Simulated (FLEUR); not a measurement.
# Zr (P6_3/mmc) in FLEUR: further runs

The runs below take Zr through equation of state, with LDA.

Everything below comes from runs of FLEUR MaX-R8.1 (later development tree). Logs are shortened: lines on timing, memory, paths and dates and some standing lists are left out, and cuts for length are marked.

**1. The structure**

It takes space group P6_3/mmc (No. 194, hexagonal). The conventional cell has a = 3.232 Å, b = 3.232 Å, c = 5.147 Å, α = 90.00°, β = 90.00°, γ = 120.00°. Around Zr (site symmetry -6m2) lie 12 Zr at 3.18 to 3.23 Å.

**2. Equation of state, LDA, 21.88 Å³/atom (volume scaled by 0.94)**

The input, inp.xml:

```xml
<?xml version="1.0" encoding="UTF-8" standalone="no"?>
<fleurInput fleurInputVersion="0.39">
   <comment>
      Zr                                                                                                  
   </comment>
   <calculationSetup>
      <cutoffs Kmax="4.1" Gmax="12.7" GmaxXC="12.7" numbands="0"/>
      <scfLoop itmax="60" minDistance="0.00001" maxIterBroyd="15" imix="Anderson" alpha="0.05" precondParam="0.0" spinf="2.0" sdNocoIR="T"/>
      <coreElectrons ctail="T" frcor="F" kcrel="0" coretail_lmax="0"/>
      <xcFunctional name="vwn" relativisticCorrections="F"/>
      <magnetism jspins="1"/>
      <soc l_soc="F" theta="0.0" phi="0.0" spav="F"/>
      <expertModes spex="0" secvar="F"/>
      <geometryOptimization l_f="F" forcealpha="1.0" forcemix="BFGS" epsdisp="0.00001" epsforce="0.00001"/>
      <ldaU l_linMix="F" mixParam="0.05" spinf="1.0"/>
   </calculationSetup>
   <cell>
      <bzIntegration valenceElectrons="24.0" mode="hist" fermiSmearingEnergy="0.00183747">
         <kPointListSelection listName="default-1"/>
         <!-- k-points included here -->
         <xi:include xmlns:xi="http://www.w3.org/2001/XInclude" href="kpts.xml"> </xi:include>
      </bzIntegration>
      <!-- symmetry operations included here -->
      <xi:include xmlns:xi="http://www.w3.org/2001/XInclude" href="sym.xml"> </xi:include>
      <bulkLattice scale="0.9795861087">
         <bravaisMatrix>
            <row-1>    6.1075948347072000     0.0000000000000000     0.0000000000000000</row-1>
            <row-2>   -3.0537974173536000     5.2893322828198945     0.0000000000000000</row-2>
            <row-3>    0.0000000000000000     0.0000000000000000     9.7264203633161994</row-3>
         </bravaisMatrix>
      </bulkLattice>
   </cell>
   <atomSpecies>
      <species name="Zirconium (Zr)" element="Zr" atomicNumber="40">
         <mtSphere radius="2.66" gridPoints="879" logIncrement="0.015"/>
         <atomicCutoffs lmax="10" lnonsphr="10"/>
         <electronConfig flipSpins="F">
            <coreConfig>(1s1/2) (2s1/2) (2p1/2) (2p3/2) (3s1/2) (3p1/2) (3p3/2) (3d3/2) (3d5/2)</coreConfig>
            <valenceConfig>(4s1/2) (4p1/2) (4p3/2) (5s1/2) (4d3/2) (4d5/2)</valenceConfig>
            <stateOccupation state="(4d3/2)" spinUp="0.400000" spinDown="0.400000"/>
            <stateOccupation state="(4d5/2)" spinUp="0.600000" spinDown="0.600000"/>
         </electronConfig>
         <energyParameters s="5" p="5" d="4" f="4"/>
         <lo type="SCLO" l="0" n="4" eDeriv="0"/>
         <lo type="SCLO" l="1" n="4" eDeriv="0"/>
         <lo type="SCLO" l="1" n="4" eDeriv="1"/>
         <lo type="SCLO" l="2" n="4" eDeriv="2"/>
         <lo type="SCLO" l="3" n="4" eDeriv="2"/>
      </species>
   </atomSpecies>
   <atomGroups>
      <atomGroup species="Zirconium (Zr)">
         <relPos label="                   1">-1.000/3.000 1.000/3.000 -1.000/4.000</relPos>
         <relPos label="                   2">1.000/3.000 -1.000/3.000 1.000/4.000</relPos>
         <force calculate="T" relaxXYZ="TTT"/>
      </atomGroup>
   </atomGroups>
   <output dos="F" band="F" slice="F">
      <checks vchk="F" cdinf="F"/>
      <bandDOS minEnergy="-.5*Htr" maxEnergy="0.5*Htr" sigma="0.015" storeEVData="T"/>
      <vacuumDOS vacdos="F" integ="F" star="F" nstars="0" locx1="0.0" locy1="0.0" locx2="0.0" locy2="0.0" nstm="0" tworkf="0.0"/>
      <unfoldingBand unfoldBand="F" supercellX="1" supercellY="1" supercellZ="1"/>
      <plotting iplot="0" polar="F">
         <plot TwoD="T" vec1="  1.0  0.0  0.0" vec2="  0.0  1.0  0.0" vec3="  0.0  0.0  1.0" zero="  0.0  0.0  0.0" file="plot"/>
      </plotting>
      <chargeDensitySlicing numkpt="0" minEigenval="0.0" maxEigenval="0.0" nnne="0" pallst="F"/>
      <specialOutput eonly="F"/>
      <moessbauerParams electricFieldGradient="T" isomerShift="T" coreHyperfine="T" valenceHyperfine="T"/>
      <magneticCircularDichroism mcd="F" energyLo="-10.0" energyUp="0.0"/>
   </output>
  <!-- We include the file relax.xml here to enable relaxations (see documentation) -->
  <xi:include xmlns:xi="http://www.w3.org/2001/XInclude" href="relax.xml"> <xi:fallback/> </xi:include>
</fleurInput>
```

Potentials or basis: all-electron, FLAPW.

Command:

```console
inpgen -f crystal.txt -profile fastHighL
# inp.xml edited to the form shown
fleur_MPI
```

Output:

```text
Welcome to FLEUR        (www.flapw.de)
      MaX-Release 8.1          (www.max-centre.eu)

 ========== k-point set info ==========
 Selected k-point list: default-1
 k-point list type: mesh
 9 x 9 x 5
 Number of k points: 36

 ------------Calculation Setup---------------------------
 Number of MPI-tasks      :            1
 Number of PE/node        :            1
 Number of OMP-threads    :            1
 Most efficient MPI parallelization for:
           1           2           3           4           6           9          12          18          36
 Additional eigenvalue parallelization possible
 Number of basis functions:          421
 Approximate size of matrices (H+S) per k-point:         0.003 GB
 --------------------------------------------------------
 Iteration:     1   Distance:       4.55820475 me/bohr^3
 Iteration:     2   Distance:       4.20471811 me/bohr^3
 Iteration:     3   Distance:       1.40655372 me/bohr^3
 Iteration:     4   Distance:       0.38015806 me/bohr^3
 Iteration:     5   Distance:       0.32159580 me/bohr^3
 Iteration:     6   Distance:       0.03575444 me/bohr^3
 Iteration:     7   Distance:       0.03687196 me/bohr^3
 Iteration:     8   Distance:       0.00413206 me/bohr^3
 Iteration:     9   Distance:       0.00054304 me/bohr^3
 Iteration:    10   Distance:       0.00048307 me/bohr^3
 Iteration:    11   Distance:       0.00003811 me/bohr^3
 Iteration:    12   Distance:       0.00000953 me/bohr^3

 ********************************************************************
 Run finished successfully
 Stop message:
   all done
 ********************************************************************
```

out.xml (last iteration):

```text
<iteration numberForCurrentRun="   12" overallNumber="   12">
         <energyParameters units="Htr">
            <atomicEP atomType="1" spin="1" branch="5s" branchLowest="-1.33" branchHighest="2.08" value="0.3089016045"/>
            <atomicEP atomType="1" spin="1" branch="5p" branchLowest="-0.48" branchHighest="2.69" value="0.4224201107"/>
            <atomicEP atomType="1" spin="1" branch="4d" branchLowest="-5.78" branchHighest="0.84" value="0.4190407751"/>
            <atomicEP atomType="1" spin="1" branch="4f" branchLowest="-9.99" branchHighest="2.16" value="0.6741701772"/>
            <loAtomicEP atomType="1" spin="1" branch="4s" branchLowest="-14.18" branchHighest="-1.33" value="-1.3627106652"/>
            <loAtomicEP atomType="1" spin="1" branch="4p" branchLowest="-11.01" branchHighest="-0.48" value="-0.5609352104"/>
            <loAtomicEP atomType="1" spin="1" branch="4p" branchLowest="-11.01" branchHighest="-0.48" value="-0.5609352104"/>
            <loAtomicEP atomType="1" spin="1" branch="4d" branchLowest="-5.78" branchHighest="0.84" value="0.4181108677"/>
            <loAtomicEP atomType="1" spin="1" branch="4f" branchLowest="-9.99" branchHighest="2.16" value="0.6741724333"/>
         </energyParameters>
         <eigenvalues>
            <eigenvaluesAt spin="1" ikpt="1" k_x="0.00000000" k_y="0.00000000" k_z="0.00000000">
                      -1.3694249619       -1.3619823617       -0.5865347049       -0.5474556214       -0.5474556214
                      -0.5411039150       -0.5411039150       -0.5409080708        0.2050043055        0.2982068345
                       0.4468611238        0.4468611238        0.4533113622        0.4713703503        0.4745291425
                       0.4745291425        0.4971826275        0.4971826275        0.5890945704
            </eigenvaluesAt>
            <eigenvaluesAt spin="1" ikpt="2" k_x="0.00000000" k_y="0.00000000" k_z="0.20000000">
                      -1.3687293174       -1.3627085200       -0.5824738270       -0.5468562829       -0.5468562829
                      -0.5456065678       -0.5417177577       -0.5417177577        0.2180351802        0.2981102597
                       0.4413987104        0.4413987104        0.4436251107        0.4482949848        0.4652479994
                       0.4652479994        0.5158990240        0.5158990240        0.5921984289
            </eigenvaluesAt>
            <eigenvaluesAt spin="1" ikpt="3" k_x="0.00000000" k_y="0.00000000" k_z="0.40000000">
                      -1.3668931719       -1.3645936862       -0.5715786127       -0.5575244551       -0.5452798774
                      -0.5452798774       -0.5433172199       -0.5433172199        0.2516124546        0.2861842966
                       0.4193637373        0.4239532708        0.4396731689        0.4396731689        0.4490673995
                       0.4490673995        0.5525562157        0.5525562157        0.5836431292
            </eigenvaluesAt>
            <eigenvaluesAt spin="1" ikpt="4" k_x="0.00000000" k_y="0.11111111" k_z="0.00000000">
                      -1.3687617391       -1.3617091969       -0.5848508669       -0.5512087919       -0.5486745782
                      -0.5449705482       -0.5416441931       -0.5415875145        0.2185289260        0.3103624724
                       0.4217872594        0.4423871119        0.4595515256        0.4623983550        0.4735649993
                       0.4859247251        0.4860932467        0.4864495104        0.5975761481
            </eigenvaluesAt>
         </eigenvalues>
         <bandgap value="0.0291057377" units="eV"/>
         <sumValenceSingleParticleEnergies value="-9.3752447331" units="Htr"/>
         <FermiEnergy value="0.4164918670" units="Htr"/>
         <valenceDensity>
            <mtCharges spin="1">
               <mtCharge atomType="1" total="10.2100253" s="2.3013476" p="6.0849096" d="1.7969651" f="0.0234890"/>
            </mtCharges>
            <spinDependentCharge spin="1" total="24.0000000" interstitial="3.5799494" mtSpheres="20.4200506"/>
            <totalCharge value="24.0000000000"/>
         </valenceDensity>
         <coreStates atomType="     1" atomicNumber=" 40" spin="1" kinEnergy="   3644.2385341778" eigValSum="  -2120.0233950954" lostElectrons=" 0.000002">
            <state n="1" l="0" j="0.5" energy="-653.1741462046" weight="1.0000000000"/>
            <state n="2" l="0" j="0.5" energy="-89.9533797291" weight="1.0000000000"/>
            <state n="2" l="1" j="0.5" energy="-82.3516529485" weight="1.0000000000"/>
            <state n="2" l="1" j="1.5" energy="-79.2019942879" weight="2.0000000000"/>
            <state n="3" l="0" j="0.5" energy="-14.1809242019" weight="1.0000000000"/>
            <state n="3" l="1" j="0.5" energy="-11.3497306905" weight="1.0000000000"/>
            <state n="3" l="1" j="1.5" energy="-10.8475155404" weight="2.0000000000"/>
            <state n="3" l="2" j="1.5" energy="-5.8356687264" weight="2.0000000000"/>
            <state n="3" l="2" j="2.5" energy="-5.7438355545" weight="3.0000000000"/>
         </coreStates>
         <allElectronCharges>
            <spinDependentCharge spin="1" total="80.0000000" interstitial="3.5799532" mtSpheres="76.4200468"/>
            <totalCharge value="79.9999999937"/>
         </allElectronCharges>
         <moessbauerParams unitsHFF="kG" unitsIS="e/bohr^3" unitsEFG="Htr/bohr^2">
            <coreIsomerShift atomType="1" isTotal="74885.36550">
               <shell n="1" l="0" isomerShift="66344.27906"/>
               <shell n="2" l="0" isomerShift="7171.46366"/>
               <shell n="2" l="1" isomerShift="104.21931"/>
               <shell n="3" l="0" isomerShift="1246.43840"/>
               <shell n="3" l="1" isomerShift="18.96506"/>
               <shell n="3" l="2" isomerShift="0.00000"/>
            </coreIsomerShift>
            <isomerShift atomType="1" nucleusRadius="0.0001063" averageDensity="75097.10456"/>
            <electricFieldGradient atomType="1" VXX="-0.26017" VYY="-0.26017" VZZ="0.52034" asymParam="0.00000">
            </electricFieldGradient>
         </moessbauerParams>
         <totalEnergy                                    value="    -7190.6534066968" units="Htr">
            <sumOfEigenvalues                            value="    -4249.4220349239">
               <coreElectrons value="-4240.0467901907"/>
               <valenceElectrons value="-9.3752447331"/>
            </sumOfEigenvalues>
            <densityCoulombPotentialIntegral value="-11384.9145253111"/>
            <densityEffectivePotentialIntegral value="-11677.6138900021"/>
            <chargeDenXCDenIntegral value="-220.8477008147"/>
            <FockExchangeEnergyValence value="0.0000000000"/>
            <FockExchangeEnergyCore value="0.0000000000"/>
            <atomTypeDependentContributions atomType="1">
               <electronNucleiInteractionDifferentMTs value="8664.1587414766"/>
               <MadelungTerm value="-41.3815568282"/>
            </atomTypeDependentContributions>
            <tkbTimesEntropy value="0.0006454742"/>
            <freeEnergy value="-7190.6540521710"/>
            <extrapolationTo0K value="-7190.6537294339"/>
         </totalEnergy>
         <densityConvergence units="me/bohr^3">
            <chargeDensity spin="1" distance="0.0000095283"/>
         </densityConvergence>
      </iteration>
```

It took 19 s on 1 thread of Intel Xeon Platinum 8488C (Sapphire Rapids), shared host; peak memory 0.06 GiB.

What came out:

```yaml
Free_energy: -195667.6648 eV
Band_gap_on_the_k_mesh: none (metal or under the smearing width)
Valence_electrons_inside_the_program's_atomic_spheres: Zr 10.21 (radii Zr 2.66 bohr)
```

**3. Equation of state, LDA, 22.35 Å³/atom (volume scaled by 0.96)**

Edit inp.xml of step 2 so:

```diff
@@ -24,3 +24,3 @@
       <xi:include xmlns:xi="http://www.w3.org/2001/XInclude" href="sym.xml"> </xi:include>
-      <bulkLattice scale="0.9795861087">
+      <bulkLattice scale="0.9864848297">
          <bravaisMatrix>
```

Potentials or basis: all-electron, FLAPW.

Command:

```console
inpgen -f crystal.txt -profile fastHighL
# inp.xml edited to the form shown
fleur_MPI
```

Wall time 20 s (1 thread of Intel Xeon Platinum 8488C (Sapphire Rapids), shared host); peak memory 0.06 GiB.

It converged, with:

```
Free energy                                           : -195667.6566 eV
Band gap on the k mesh                                : none (metal or under the smearing width)
Valence electrons inside the program's atomic spheres : Zr 10.17 (radii Zr 2.66 bohr)
```

**4. Equation of state, LDA, 23.28 Å³/atom**

Edit inp.xml of step 3 so:

```diff
@@ -24,3 +24,3 @@
       <xi:include xmlns:xi="http://www.w3.org/2001/XInclude" href="sym.xml"> </xi:include>
-      <bulkLattice scale="0.9864848297">
+      <bulkLattice scale="1.0000000000">
          <bravaisMatrix>
```

Command:

```console
inpgen -f crystal.txt -profile fastHighL
# inp.xml edited to the form shown
fleur_MPI
```

It took 23 s on 1 thread of Intel Xeon Platinum 8488C (Sapphire Rapids), shared host; peak memory 0.06 GiB.

The run converged. Its results:

```
Free energy                                           : -195667.6059 eV
Band gap on the k mesh                                : none (metal or under the smearing width)
Valence electrons inside the program's atomic spheres : Zr 10.11 (radii Zr 2.66 bohr)
```

**5. Equation of state, LDA, 24.21 Å³/atom (volume scaled by 1.04)**

Edit inp.xml of step 4 so:

```diff
@@ -24,3 +24,3 @@
       <xi:include xmlns:xi="http://www.w3.org/2001/XInclude" href="sym.xml"> </xi:include>
-      <bulkLattice scale="1.0000000000">
+      <bulkLattice scale="1.0131594038">
          <bravaisMatrix>
```

Command:

```console
inpgen -f crystal.txt -profile fastHighL
# inp.xml edited to the form shown
fleur_MPI
```

It took 25 s on 1 thread of Intel Xeon Platinum 8488C (Sapphire Rapids), shared host; peak memory 0.06 GiB.

The run converged. Its results:

```
Free energy                                           : -195667.5161 eV
Band gap on the k mesh                                : none (metal or under the smearing width)
Valence electrons inside the program's atomic spheres : Zr 10.05 (radii Zr 2.66 bohr)
```

**6. Equation of state, LDA, 24.68 Å³/atom (volume scaled by 1.06)**

Edit inp.xml of step 5 so:

```diff
@@ -24,3 +24,3 @@
       <xi:include xmlns:xi="http://www.w3.org/2001/XInclude" href="sym.xml"> </xi:include>
-      <bulkLattice scale="1.0131594038">
+      <bulkLattice scale="1.0196128224">
          <bravaisMatrix>
```

Potentials or basis: all-electron, FLAPW.

Command:

```console
inpgen -f crystal.txt -profile fastHighL
# inp.xml edited to the form shown
fleur_MPI
```

Wall time 26 s (1 thread of Intel Xeon Platinum 8488C (Sapphire Rapids), shared host); peak memory 0.07 GiB.

Results (log left out):

```
Free energy                                           : -195667.4586 eV
Band gap on the k mesh                                : none (metal or under the smearing width)
Valence electrons inside the program's atomic spheres : Zr 10.03 (radii Zr 2.66 bohr)
```

**7. Equation of state, LDA**

Potentials or basis: all-electron, FLAPW.

This step only gathers the single runs of the series.

Results:

| Quantity | Value |
| --- | --- |
| Equilibrium volume | 21.81 Å³/atom (rough: see the caveat) |
| Bulk modulus at fixed shape and positions | 105 GPa (rough) |

Energy against volume, from the lowest point:
```tsv
volume (Å³/atom)	energy (meV/atom)
21.884	0.00
22.350	4.11
23.281	29.42
24.212	74.33
24.678	103.09
```

Caveat: the minimum lies outside the volumes run; the cell was scaled at fixed shape and fractional positions, which overstates the stiffness of a crystal with free parameters, most of all of layers and chains.
